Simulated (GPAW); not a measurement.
# SnSe (Pnma) in GPAW: a series of runs, part 2 of 2

GPAW 26.7.0.

## 4. Equation of state, LDA

The input, run.py:

```python
from ase import Atoms
from ase.eos import EquationOfState
from ase.io import Trajectory
from ase.units import GPa
from gpaw import GPAW, PW

atoms = Atoms(['Sn', 'Sn', 'Sn', 'Sn', 'Se', 'Se', 'Se', 'Se'],
              cell=[[11.42, 0.0, 0.0],
                    [0.0, 4.19, 0.0],
                    [0.0, 0.0, 4.46]],
              scaled_positions=[[0.877, 0.75, 0.909],
                                [0.623, 0.25, 0.409],
                                [0.377, 0.75, 0.591],
                                [0.123, 0.25, 0.091],
                                [0.643, 0.75, 0.984],
                                [0.857, 0.25, 0.484],
                                [0.143, 0.75, 0.516],
                                [0.357, 0.25, 0.016]],
              pbc=True)

traj = Trajectory('eos.traj', 'w')
volumes, energies = [], []
for x in [0.94, 0.96, 0.98, 1.0, 1.02, 1.04, 1.06]:
    a = atoms.copy()
    a.set_cell(atoms.cell * x**(1 / 3), scale_atoms=True)
    calc = GPAW(mode=PW(600),
                xc='LDA',
                kpts={'size': (2, 4, 4), 'gamma': True},
                occupations={'name': 'fermi-dirac', 'width': 0.05},
                nbands=62,
                convergence={'density': 1e-05, 'energy': 1e-05},
                maxiter=150,
                txt=f'eos-{x:.2f}.txt')
    a.calc = calc
    energies.append(a.get_potential_energy(force_consistent=True))
    volumes.append(a.get_volume())
    p = -a.get_stress()[:3].mean() / GPa
    calc.write(f'eos-{x:.2f}.gpw')
    traj.write(a)
    print(f'{x:.2f} {volumes[-1]:10.4f} A^3 {energies[-1]:14.6f} eV {p:9.3f} GPa', flush=True)

v0, e0, B = EquationOfState(volumes, energies, eos='birchmurnaghan').fit()
print(f'V0 = {v0:.4f} A^3, E0 = {e0:.6f} eV, B0 = {B / GPa:.2f} GPa')
```

Potentials or basis: the program's PAW data sets (release 1.2.1) made for this functional, pw.

On the command line:

```bash
$ OMP_NUM_THREADS=1 python run.py
```

The log of the run:

```text
__  _  _
 | _ |_)|_||  |
 |__||  | ||/\| - 26.7.0

Input parameters:
  mode=PW(ecut=600.0),
  convergence={'density': 1e-05, 'energy': 1e-05},
  kpts=MonkhorstPack(size=(2, 4, 4), gamma=True),
  maxiter=150,
  nbands=62,
  occupations=Occupations(name='fermi-dirac', width=0.05),
  xc=XC(name='LDA')

Diagonalizing LCAO Hamiltonian
Converting LCAO to pw mode
    .--------------------------.
   /|                Se    Sn  |
  / |                          |
 *  |  Se    Sn                |
 |  |                          |
 |  .--------------Sn----Se----.
 | /                          /
 |/  Sn    Se                /
 *--------------------------*

Atoms  # Å, Bohr magnetons
|   | symbol |        x |        y |        z |    initial magnetic moments |
|---|--------|----------|----------|----------|-----------------------------|
| 0 |     Sn | 9.810888 | 3.078349 | 3.971379 | ( 0.0000,  0.0000,  0.0000) |
| 1 |     Sn | 6.969422 | 1.026116 | 1.786902 | ( 0.0000,  0.0000,  0.0000) |
| 2 |     Sn | 4.217451 | 3.078349 | 2.582052 | ( 0.0000,  0.0000,  0.0000) |
| 3 |     Sn | 1.375985 | 1.026116 | 0.397575 | ( 0.0000,  0.0000,  0.0000) |
| 4 |     Se | 7.193160 | 3.078349 | 4.299051 | ( 0.0000,  0.0000,  0.0000) |
| 5 |     Se | 9.587150 | 1.026116 | 2.114574 | ( 0.0000,  0.0000,  0.0000) |
| 6 |     Se | 1.599723 | 3.078349 | 2.254380 | ( 0.0000,  0.0000,  0.0000) |
| 7 |     Se | 3.993714 | 1.026116 | 0.069903 | ( 0.0000,  0.0000,  0.0000) |

Unit cell  # Å
| periodic |         x |        y |        z |   lengths |    angles |
|----------|-----------|----------|----------|-----------|-----------|
|      yes | 11.186873 | 0.000000 | 0.000000 | 11.186873 | 90.000000 |
[... 135 lines left out ...]
convergence criteria:
[... 6 lines left out ...]
|iter     | |      energy | eigst |  dens |
|---------|-|-------------|-------|-------|
|iter:   1| |  -39.429127 | +0.24 |       |
|iter:   2| |  -39.369277 | -1.65 | -1.35 |
|iter:   3| |  -38.972342 | -2.09 | -1.40 |
|iter:   4| |  -38.918335 | -2.46 | -1.83 |
|iter:   5| |  -38.912972 | -3.54 | -2.29 |
|iter:   6| |  -38.913878 | -4.52 | -2.76 |
|iter:   7| |  -38.912808 | -5.04 | -2.97 |
|iter:   8| |  -38.912795 | -5.90 | -3.46 |
|iter:   9| |  -38.912796c| -6.81 | -4.09 |
|iter:  10| |  -38.912796c| -7.75c| -4.79 |
|iter:  11| |  -38.912796c| -8.14c| -5.30c|

Converged in 11 steps
Energy contributions relative to reference atoms: (reference = -935531.041806)

Energy contributions:
  Kinetic:          63.779972
  Coulomb:         -61.045673
  Zero:             -0.086588
  External:          0.000000
  Xc:              -41.560496
  Entropy:          -0.000022
  Spinorbit:         0.000000
  ----------------------------
  Free energy:     -38.912807
  Extrapolated:    -38.912796

dipole moment: (0.000194, 0.000071, 0.000076)  # |e|*Ang

Fermi level: 6.630
Eigenvalues  # (at kpt = [0.000, 0.000, 0.000])
| band index |      eig [eV] | occ [0-2] |
|------------|---------------|-----------|
|          0 |       -14.877 |     2.000 |
|        ... |               |           |
|         32 |         3.220 |     2.000 |
|         33 |         3.302 |     2.000 |
|         34 |         3.947 |     2.000 |
|         35 |         4.389 |     2.000 |
|         36 |         4.702 |     2.000 |
|         37 |         5.150 |     2.000 |
[... 8 lines left out ...]
|         46 |        10.705 |     0.000 |
|         47 |        11.001 |     0.000 |
|        ... |               |           |
|         61 |        15.220 |     0.000 |

Gap: 0.891 eV
Transition (v -> c):
  (s=0, k=4, n=39, [0.00, 0.25, 0.00]) -> (s=0, k=0, n=40, [0.00, 0.00, 0.00])
Direct/indirect transitions are different
Direct gap: 1.152 eV
Transition at: (s=0, k=4, n=39, [0.00, 0.25, 0.00])

Stress tensor  # eV/Ang^3
|         x |         y |         z |
|-----------|-----------|-----------|
| -0.024820 |  0.000000 | -0.000000 |
|  0.000000 | -0.002262 | -0.000000 |
| -0.000000 | -0.000000 |  0.002316 |

# Writing to eos-0.94.gpw (mode='')
```

eos-0.96.txt:

```text
SCF iterations
|iter     | |      energy | eigst |  dens |
|---------|-|-------------|-------|-------|
|iter:   1| |  -39.473708 | +0.22 |       |
|iter:   2| |  -39.403445 | -1.66 | -1.35 |
|iter:   3| |  -38.986518 | -2.09 | -1.40 |
|iter:   4| |  -38.936832 | -2.47 | -1.83 |
|iter:   5| |  -38.932212 | -3.52 | -2.29 |
[... 51 lines left out ...]
  (s=0, k=12, n=39, [0.50, 0.00, 0.50]) -> (s=0, k=0, n=40, [0.00, 0.00, 0.00])
Direct/indirect transitions are different
Direct gap: 1.204 eV
Transition at: (s=0, k=4, n=39, [0.00, 0.25, 0.00])

Stress tensor  # eV/Ang^3
|         x |         y |         z |
|-----------|-----------|-----------|
| -0.015139 |  0.000000 | -0.000000 |
|  0.000000 |  0.005445 | -0.000000 |
| -0.000000 | -0.000000 |  0.009568 |

# Writing to eos-0.96.gpw (mode='')
```

Wall time 11 min (1 thread of Intel Xeon 6975P-C (Granite Rapids), shared host); peak memory 0.88 GiB.

What came out:

```
Equilibrium volume                        : 25.62 Å³/atom
Bulk modulus at fixed shape and positions : 60 GPa
Pressure derivative of the bulk modulus   : 4.4
```

Energy against volume, from the lowest point:
```tsv
volume (Å³/atom)	energy (meV/atom)
25.076	2.23
25.609	0.00
26.143	1.91
26.676	7.53
27.210	16.46
27.743	28.34
28.277	42.86
```

Caveat: the k mesh is coarse (spacing up to 0.37 Å⁻¹), so the values aren't converged; the cell was scaled at fixed shape and fractional positions, which overstates the stiffness of a crystal with free parameters, most of all of layers and chains.

## 5. Overview

```tsv
task	level	potentials or basis	band path	band points	mesh quality	pressure (GPa)	largest force (eV/Å)
band structure	PBE	GPAW PAW data sets (gpaw-data 1.2.1), pw	GXSYGZURTZ,YT,UX,SR	80	not flagged	2.2	0.27
band structure	LDA	the program's PAW data sets (release 1.2.1) made for this functional, pw	GXSYGZURTZ,YT,UX,SR	80	not flagged	-2.2	0.18
equation of state	LDA	the program's PAW data sets (release 1.2.1) made for this functional, pw	-	-	coarse	-	-
```

Alike in all rows: no spin polarisation; cell as given; k mesh 2 × 4 × 4; cutoff (eV) 600; smearing fermi-dirac 0.05 eV.

Caveats: some runs use coarse meshes; spin-orbit coupling is left out, which moves the levels of the heavy elements (some runs); the cell was scaled at fixed shape and fractional positions, which overstates the stiffness of a crystal with free parameters, most of all of layers and chains (some runs).

Absolute energies hang on the potentials; compare differences alone.

## 6. How close it comes

Step 2. Measured gap of SnSe: 0.89 eV (indirect; 300 K; “Linear dichroism of the optical properties of SnS and SnSe van der Waals crystals”, 2024, arxiv:2409.17412). This calculation gives 0.59 eV (-0.30 eV). 2 values of this kind are on record (0.89 to 0.99 eV); this one was drawn at random. Spin-orbit coupling on Se, Sn is left out. The value is that of PBE, without temperature or zero-point motion. Semilocal functionals fall short of measured gaps as a rule.

Step 3. Against the measured gap of SnSe, 0.89 eV (indirect; 300 K; “Linear dichroism of the optical properties of SnS and SnSe van der Waals crystals”, 2024, arxiv:2409.17412), the calculated 0.52 eV is off by -0.37 eV. 2 values of this kind are on record (0.89 to 0.99 eV); this one was drawn at random. Spin-orbit coupling on Se, Sn is left out. The value is that of LDA, without temperature or zero-point motion. Semilocal functionals fall short of measured gaps as a rule.
